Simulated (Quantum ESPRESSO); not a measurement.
# TePb (Fm-3m) in Quantum ESPRESSO: a series of runs, part 4 of 5

Quantum ESPRESSO 7.5. Earlier steps stand in the parts before.

### Step 5. Phonons, PBE

pw.in

```
&CONTROL
  calculation = 'scf'
  prefix = 'pwscf'
  outdir = './tmp'
  pseudo_dir = './pseudo'
  tprnfor = .true.
  tstress = .true.
  disk_io = 'low'
/
&SYSTEM
  ibrav = 0
  A = 4.56932402
  nat = 2
  ntyp = 2
  ecutwfc = 45
  ecutrho = 360
  nbnd = 16
  occupations = 'smearing'
  smearing = 'fd'
  degauss = 0.00367493
/
&ELECTRONS
  conv_thr = 4d-10
  electron_maxstep = 120
  mixing_beta = 0.5
/
ATOMIC_SPECIES
Pb   207.2000 pb_pbe_v1.uspp.F.UPF
Te   127.6000 te_pbe_v1.uspp.F.UPF
CELL_PARAMETERS alat
   0.0000000000    0.7071067812    0.7071067812
   0.7071067812    0.0000000000    0.7071067812
   0.7071067812    0.7071067812    0.0000000000
ATOMIC_POSITIONS alat
Pb     0.0000000000    0.0000000000    0.0000000000
Te     0.7071067812    0.7071067812    0.7071067812
K_POINTS automatic
4 4 4 1 1 1
```

relax.in

```
&CONTROL
  calculation = 'vc-relax'
  prefix = 'pwscf'
  outdir = './tmp'
  pseudo_dir = './pseudo'
  tprnfor = .true.
  tstress = .true.
  disk_io = 'low'
  nstep = 40
  forc_conv_thr = 0.0001
  etot_conv_thr = 1d-06
/
&SYSTEM
  ibrav = 0
  A = 4.56932402
  nat = 2
  ntyp = 2
  ecutwfc = 45
  ecutrho = 360
  nbnd = 16
  occupations = 'smearing'
  smearing = 'fd'
  degauss = 0.00367493
/
&ELECTRONS
  conv_thr = 4d-10
  electron_maxstep = 120
  mixing_beta = 0.5
/
&IONS
  ion_dynamics = 'bfgs'
/
&CELL
  cell_dynamics = 'bfgs'
  press = 0
  press_conv_thr = 0.2
/
ATOMIC_SPECIES
Pb   207.2000 pb_pbe_v1.uspp.F.UPF
Te   127.6000 te_pbe_v1.uspp.F.UPF
CELL_PARAMETERS alat
   0.0000000000    0.7071067812    0.7071067812
   0.7071067812    0.0000000000    0.7071067812
   0.7071067812    0.7071067812    0.0000000000
ATOMIC_POSITIONS alat
Pb     0.0000000000    0.0000000000    0.0000000000
Te     0.7071067812    0.7071067812    0.7071067812
K_POINTS automatic
4 4 4 1 1 1
```

gamma.in

```
&CONTROL
  calculation = 'bands'
  prefix = 'pwscf'
  outdir = './tmp'
  pseudo_dir = './pseudo'
  disk_io = 'low'
  verbosity = 'high'
/
&SYSTEM
  ibrav = 0
  A = 4.63964165
  nat = 2
  ntyp = 2
  ecutwfc = 45
  ecutrho = 360
  nbnd = 16
  occupations = 'smearing'
  smearing = 'fd'
  degauss = 0.00367493
/
&ELECTRONS
  conv_thr = 1d-08
  electron_maxstep = 120
  mixing_beta = 0.5
  diago_full_acc = .true.
  startingwfc = 'random'
/
ATOMIC_SPECIES
Pb   207.2000 pb_pbe_v1.uspp.F.UPF
Te   127.6000 te_pbe_v1.uspp.F.UPF
CELL_PARAMETERS alat
   0.0000000000    0.7071067816    0.7071067816
   0.7071067816    0.0000000000    0.7071067816
   0.7071067816    0.7071067816    0.0000000000
ATOMIC_POSITIONS alat
Pb     0.0000000000    0.0000000000    0.0000000000
Te     0.7071067816    0.7071067816    0.7071067816
K_POINTS crystal
1
0.0 0.0 0.0 1
```

scf2.in

```
&CONTROL
  calculation = 'scf'
  prefix = 'pwscf'
  outdir = './tmp'
  pseudo_dir = './pseudo'
  tprnfor = .true.
  tstress = .true.
  disk_io = 'low'
/
&SYSTEM
  ibrav = 0
  A = 4.63964165
  nat = 2
  ntyp = 2
  ecutwfc = 45
  ecutrho = 360
  nbnd = 16
  occupations = 'fixed'
/
&ELECTRONS
  conv_thr = 1d-13
  electron_maxstep = 120
  mixing_beta = 0.5
  startingpot = 'file'
/
ATOMIC_SPECIES
Pb   207.2000 pb_pbe_v1.uspp.F.UPF
Te   127.6000 te_pbe_v1.uspp.F.UPF
CELL_PARAMETERS alat
   0.0000000000    0.7071067816    0.7071067816
   0.7071067816    0.0000000000    0.7071067816
   0.7071067816    0.7071067816    0.0000000000
ATOMIC_POSITIONS alat
Pb     0.0000000000    0.0000000000    0.0000000000
Te     0.7071067816    0.7071067816    0.7071067816
K_POINTS automatic
4 4 4 1 1 1
```

ph.in

```
phonons of TePb
&INPUTPH
  prefix = 'pwscf'
  outdir = './tmp'
  tr2_ph = 1d-18
  fildyn = 'dyn'
  niter_ph = 90
  alpha_mix(1) = 0.7
  epsil = .true.
/
0.0000000000 0.0000000000 0.0000000000
```

dynmat.in

```
&INPUT
  fildyn = 'dyn'
  asr = 'crystal'
  lperm = .true.
  filout = 'dynmat.disp'
  fileig = 'dynmat.eig'
/
```

dynmat_lo.in

```
&INPUT
  fildyn = 'dyn'
  asr = 'crystal'
  filout = 'dynmat_lo.disp'
  fileig = 'dynmat_lo.eig'
  q(1) = 0
  q(2) = 0
  q(3) = 1
/
```

Potentials or basis: GBRV 1.5 PBE.

On the command line:

```
$ OMP_NUM_THREADS=1 mpirun -n 4 pw.x -nk 2 -in pw.in > pw.out
$ OMP_NUM_THREADS=1 mpirun -n 4 pw.x -nk 2 -in relax.in > relax.out
$ OMP_NUM_THREADS=1 mpirun -n 4 pw.x -in gamma.in > gamma.out
$ OMP_NUM_THREADS=1 mpirun -n 4 pw.x -nk 2 -in scf2.in > scf2.out
$ OMP_NUM_THREADS=1 mpirun -n 4 ph.x -nk 2 -in ph.in > ph.out
$ OMP_NUM_THREADS=1 mpirun -n 1 dynmat.x -in dynmat.in > dynmat.out
$ OMP_NUM_THREADS=1 mpirun -n 1 dynmat.x -in dynmat_lo.in > dynmat_lo.out
```

pw.out:

```text
This program is part of the open-source Quantum ESPRESSO suite
     for quantum simulation of materials; please cite
[... 6 lines left out ...]
     using ibrav=0 with symmetry is DISCOURAGED, use correct ibrav instead

     K-points division:     npool     =       2
     Subspace diagonalization in iterative solution of the eigenvalue problem:
     a serial algorithm will be used

     --------------------
     sticks:   dense  smooth     PW     G-vecs:    dense   smooth      PW
     Min         921     462    141                26172     9249    1535
     Max         922     463    142                26173     9250    1536
     Sum        1843     925    283                52345    18499    3071

     Using Slab Decomposition

     bravais-lattice index     =            0
     lattice parameter (alat)  =       8.6348  a.u.
     unit-cell volume          =     455.2369 (a.u.)^3
     number of atoms/cell      =            2
     number of atomic types    =            2
     number of electrons       =        20.00
     number of Kohn-Sham states=           16
     kinetic-energy cutoff     =      45.0000  Ry
     charge density cutoff     =     360.0000  Ry
     scf convergence threshold =      4.0E-10
     mixing beta               =       0.5000
     number of iterations used =            8  plain     mixing
     Exchange-correlation= SLA  PW   PBE  PBE
                           (   1   4   3   4   0   0   0)

     celldm(1)=   8.634771  celldm(2)=   0.000000  celldm(3)=   0.000000
     celldm(4)=   0.000000  celldm(5)=   0.000000  celldm(6)=   0.000000

     crystal axes: (cart. coord. in units of alat)
               a(1) = (   0.000000   0.707107   0.707107 )
               a(2) = (   0.707107   0.000000   0.707107 )
               a(3) = (   0.707107   0.707107   0.000000 )

     reciprocal axes: (cart. coord. in units 2 pi/alat)
               b(1) = ( -0.707107  0.707107  0.707107 )
               b(2) = (  0.707107 -0.707107  0.707107 )
               b(3) = (  0.707107  0.707107 -0.707107 )

     PseudoPot. # 1 for Pb read from file:
     pb_pbe_v1.uspp.F.UPF
     Pseudo is Ultrasoft + core correction, Zval = 14.0
     Generated by new atomic code, or converted to UPF format
     Using radial grid of  899 points,  6 beta functions with:
                l(1) =   0
                l(2) =   0
                l(3) =   1
                l(4) =   1
                l(5) =   2
                l(6) =   2
     Q(r) pseudized with  6 coefficients,  rinner =    1.000   1.000   1.000
                                                       1.000   1.000

     PseudoPot. # 2 for Te read from file:
     te_pbe_v1.uspp.F.UPF
     Pseudo is Ultrasoft + core correction, Zval =  6.0
     Generated by new atomic code, or converted to UPF format
     Using radial grid of  891 points,  5 beta functions with:
                l(1) =   0
                l(2) =   0
                l(3) =   1
                l(4) =   1
                l(5) =   2
     Q(r) pseudized with  6 coefficients,  rinner =    1.800   1.800   1.800
                                                       1.800   1.800

     atomic species   valence    mass     pseudopotential
     Pb               14.00   207.20000     Pb( 1.00)
     Te                6.00   127.60000     Te( 1.00)

     48 Sym. Ops., with inversion, found

   Cartesian axes

     site n.     atom                  positions (alat units)
         1        Pb     tau(   1) = (   0.0000000   0.0000000   0.0000000  )
         2        Te     tau(   2) = (   0.7071068   0.7071068   0.7071068  )

     number of k points=    10  Fermi-Dirac smearing, width (Ry)=  0.0037
                       cart. coord. in units 2pi/alat
        k(    1) = (   0.0883883   0.0883883   0.0883883), wk =   0.0625000
        k(    2) = (   0.2651650   0.2651650  -0.0883883), wk =   0.1875000
        k(    3) = (  -0.2651650  -0.2651650   0.4419417), wk =   0.1875000
        k(    4) = (  -0.0883883  -0.0883883   0.2651650), wk =   0.1875000
        k(    5) = (   0.4419417   0.0883883   0.0883883), wk =   0.1875000
        k(    6) = (  -0.0883883  -0.4419417   0.6187184), wk =   0.3750000
        k(    7) = (   0.0883883  -0.2651650   0.4419417), wk =   0.3750000
        k(    8) = (  -0.6187184   0.0883883   0.0883883), wk =   0.1875000
        k(    9) = (   0.2651650   0.2651650   0.2651650), wk =   0.0625000
        k(   10) = (  -0.2651650  -0.2651650   0.7954951), wk =   0.1875000

     Dense  grid:    52345 G-vectors     FFT dimensions: (  54,  54,  54)

     Smooth grid:    18499 G-vectors     FFT dimensions: (  40,  40,  40)

     Initial potential from superposition of free atoms

     starting charge      19.9974, renormalised to      20.0000

     negative rho (up, down):  1.582E-02 0.000E+00
     Starting wfcs are   13 randomized atomic wfcs +    3 random wfcs

     Self-consistent Calculation

     iteration #  1     ecut=    45.00 Ry     beta= 0.50
     Davidson diagonalization with overlap
     ethr =  1.00E-02,  avg # of iterations =  5.4

     Threshold (ethr) on eigenvalues was too large:
     Diagonalizing with lowered threshold

     Davidson diagonalization with overlap
     ethr =  1.72E-04,  avg # of iterations =  4.7

     negative rho (up, down):  1.524E-02 0.000E+00

     total energy              =    -190.70697767 Ry
     estimated scf accuracy    <       0.03399900 Ry

     iteration #  2     ecut=    45.00 Ry     beta= 0.50
     Davidson diagonalization with overlap
     ethr =  1.70E-04,  avg # of iterations =  2.0

     negative rho (up, down):  1.536E-02 0.000E+00

     total energy              =    -190.71520113 Ry
     estimated scf accuracy    <       0.00236692 Ry

     iteration #  3     ecut=    45.00 Ry     beta= 0.50
     Davidson diagonalization with overlap
     ethr =  1.18E-05,  avg # of iterations =  3.5

     negative rho (up, down):  1.535E-02 0.000E+00

     total energy              =    -190.71566651 Ry
     estimated scf accuracy    <       0.00037530 Ry

     iteration #  4     ecut=    45.00 Ry     beta= 0.50
     Davidson diagonalization with overlap
     c_bands:  1 eigenvalues not converged
     ethr =  1.88E-06,  avg # of iterations =  6.6

     negative rho (up, down):  1.538E-02 0.000E+00

     total energy              =    -190.71569599 Ry
     estimated scf accuracy    <       0.00000705 Ry

     iteration #  5     ecut=    45.00 Ry     beta= 0.50
     Davidson diagonalization with overlap
     ethr =  3.53E-08,  avg # of iterations = 10.9

     negative rho (up, down):  1.544E-02 0.000E+00

     total energy              =    -190.71572830 Ry
     estimated scf accuracy    <       0.00000160 Ry

     iteration #  6     ecut=    45.00 Ry     beta= 0.50
     Davidson diagonalization with overlap
     ethr =  8.02E-09,  avg # of iterations =  5.0
[... 15 lines left out ...]
     iteration #  8     ecut=    45.00 Ry     beta= 0.50
     Davidson diagonalization with overlap
     ethr =  8.06E-11,  avg # of iterations =  5.0

     negative rho (up, down):  1.554E-02 0.000E+00

     total energy              =    -190.71572839 Ry
     estimated scf accuracy    <          1.3E-09 Ry

     iteration #  9     ecut=    45.00 Ry     beta= 0.50
     Davidson diagonalization with overlap
     ethr =  6.61E-12,  avg # of iterations =  2.9

     negative rho (up, down):  1.554E-02 0.000E+00

     End of self-consistent calculation

          k = 0.0884 0.0884 0.0884 (  2319 PWs)   bands (ev):

    -9.2605  -9.2605  -9.2498  -9.2481  -9.2481  -4.4170   1.4333   6.1675
     6.1675   6.3682  10.8192  10.9898  10.9898  13.1355  13.5353  13.5353

          k = 0.2652 0.2652-0.0884 (  2327 PWs)   bands (ev):

    -9.2685  -9.2680  -9.2477  -9.2407  -9.2374  -3.7524   0.0369   5.2467
     6.6898   7.3137   8.7493   9.0610  11.2541  13.6194  14.2741  16.1651

          k =-0.2652-0.2652 0.4419 (  2332 PWs)   bands (ev):

    -9.2786  -9.2685  -9.2465  -9.2352  -9.2315  -3.0954  -0.9516   5.6023
     6.0733   6.5458   9.1640   9.4599  10.0803  14.4636  15.8400  16.5476

          k =-0.0884-0.0884 0.2652 (  2319 PWs)   bands (ev):

    -9.2713  -9.2586  -9.2516  -9.2425  -9.2408  -4.0722   0.7093   5.7220
     5.7953   7.0585   9.0971  11.0455  11.1721  12.4251  14.7423  14.9537

          k = 0.4419 0.0884 0.0884 (  2329 PWs)   bands (ev):

    -9.2929  -9.2549  -9.2543  -9.2337  -9.2319  -3.4684   0.1120   4.9592
     5.1824   5.3205  10.9964  11.3624  11.7216  12.0550  15.8287  16.7468

          k =-0.0884-0.4419 0.6187 (  2315 PWs)   bands (ev):

    -9.3004  -9.2588  -9.2484  -9.2357  -9.2263  -2.8059  -0.5399   3.6920
     4.3179   6.4761   9.7519  11.9668  12.8577  13.3323  15.2996  15.8363

          k = 0.0884-0.2652 0.4419 (  2316 PWs)   bands (ev):

    -9.2849  -9.2634  -9.2475  -9.2363  -9.2323  -3.2213  -0.4840   4.6585
     5.3382   6.7575   9.1745  10.5454  11.7212  13.3257  15.8349  16.1291

          k =-0.6187 0.0884 0.0884 (  2319 PWs)   bands (ev):

    -9.3124  -9.2573  -9.2507  -9.2271  -9.2260  -2.9207  -0.0638   3.3295
     4.8474   4.9254  11.0664  12.3069  12.4524  13.5334  15.8323  17.5604

          k = 0.2652 0.2652 0.2652 (  2337 PWs)   bands (ev):

    -9.2704  -9.2704  -9.2480  -9.2351  -9.2351  -3.4785  -0.5761   6.4717
     6.4717   7.2168   8.6561   9.0529   9.0529  14.5999  15.6247  15.6247

          k =-0.2652-0.2652 0.7955 (  2318 PWs)   bands (ev):

    -9.2884  -9.2645  -9.2436  -9.2371  -9.2316  -2.9122  -0.7874   4.0517
     5.7840   6.1170   9.9258   9.9917  12.3408  14.1946  15.3577  15.7977

     the Fermi energy is     8.0041 ev

!    total energy              =    -190.71572839 Ry
     estimated scf accuracy    <          8.1E-11 Ry
     smearing contrib. (-TS)   =      -0.00000002 Ry
     internal energy E=F+TS    =    -190.71572837 Ry

     The total energy is F=E-TS. E is the sum of the following terms:
     one-electron contribution =     -45.93783641 Ry
     hartree contribution      =      35.16033187 Ry
     xc contribution           =     -77.84001374 Ry
     ewald contribution        =    -102.09821009 Ry

     convergence has been achieved in   9 iterations

     negative rho (up, down):  1.554E-02 0.000E+00

     Forces acting on atoms (cartesian axes, Ry/au):

     atom    1 type  1   force =    -0.00000000   -0.00000000    0.00000000
     atom    2 type  2   force =    -0.00000000    0.00000000   -0.00000000

     Total force =     0.000000     Total SCF correction =     0.000000

     Computing stress (Cartesian axis) and pressure

     negative rho (up, down):  1.554E-02 0.000E+00
          total   stress  (Ry/bohr**3)                   (kbar)     P=       19.83
   0.00013483  -0.00000000  -0.00000000           19.83       -0.00       -0.00
  -0.00000000   0.00013483  -0.00000000           -0.00       19.83       -0.00
  -0.00000000  -0.00000000   0.00013483           -0.00       -0.00       19.83

=------------------------------------------------------------------------------=
   JOB DONE.
=------------------------------------------------------------------------------=
```

Wall time 72 s (4 MPI ranks of AMD EPYC 9R45 (Zen 5), shared host); peak memory 0.52 GiB.

Results:

| Item | Value |
| --- | --- |
| Free energy | -2594.8392 eV |
| Relaxed volume | 35.31 Å³/atom |
| Relaxed cell | a = 4.640 Å, b = 4.640 Å, c = 4.640 Å, α = 60.00°, β = 60.00°, γ = 60.00° |
| Space group after relaxing (to 0.05 Å) | Fm-3m (No. 225) |
| Pressure after relaxing | 0.0 GPa |
| Electronic dielectric tensor (diagonal) | 24.86 |
| Born charges (mean of the diagonal) | Pb +5.56; Te -5.38 e |
| Highest phonon frequency at Γ, LO-TO splitting left out | 25 cm⁻¹ |
| Static dielectric tensor (diagonal) | 450.92 |

Step by step:
| step | energy change (eV) | largest force (eV/Å) | pressure (GPa) | volume (Å³) |
| --- | --- | --- | --- | --- |
| 1 | 0.0000 | 0.0000 | 1.98 | 67.46 |
| 2 | -0.0074 | 0.0000 | 1.51 | 68.14 |
| 3 | -0.0134 | 0.0000 | 1.02 | 68.90 |
| 4 | -0.0182 | 0.0000 | 0.32 | 70.05 |
| 5 | -0.0187 | 0.0000 | 0.01 | 70.60 |
| 6 | -0.0187 | 0.0000 | 0.00 | 70.62 |

Final structure:
```
Pb Te
1.0
     0.00000    3.28072    3.28072
     3.28072    0.00000    3.28072
     3.28072    3.28072    0.00000
Pb Te
1 1
Direct
  0.00000 0.00000 0.00000
  0.50000 0.50000 0.50000
```

Phonon frequencies in cm⁻¹ (negative: imaginary):
| q point | frequencies |
| --- | --- |
| (0.000, 0.000, 0.000) | -1 -1 -1 25 25 25 |

Electronic dielectric tensor:
```
24.86  0.00  0.00
 0.00 24.86  0.00
 0.00  0.00 24.86
```

Born effective charge tensors (e):
atom 1, Pb
```
5.56 0.00 0.00
0.00 5.56 0.00
0.00 0.00 5.56
```
atom 2, Te
```
-5.38  0.00  0.00
 0.00 -5.38  0.00
 0.00  0.00 -5.38
```

Optical modes at Γ, degenerate ones joined, polar ones without the macroscopic field:
| cm⁻¹ | components | symmetry | active in | IR intensity, summed ((D/Å)²/amu) |
| --- | --- | --- | --- | --- |
| 25 | 3 | T1u | IR | 26.25 |

Zone-centre frequencies without and with the macroscopic field along z (cm⁻¹):
|  | optical modes in rising order |
| --- | --- |
| without | 25 25 25 |
| with the field | 25 25 106 |

Static dielectric tensor, electrons and zone-centre modes:
```
450.92   0.00   0.00
  0.00 450.92   0.00
  0.00   0.00 450.92
```

Caveat: the mesh is thin for the dielectric tensor, Born charges and intensities, which usually come out too large; the Born charges break their sum rule by 0.18 e, a sign of too thin a mesh.

[end of part 4 of 5]
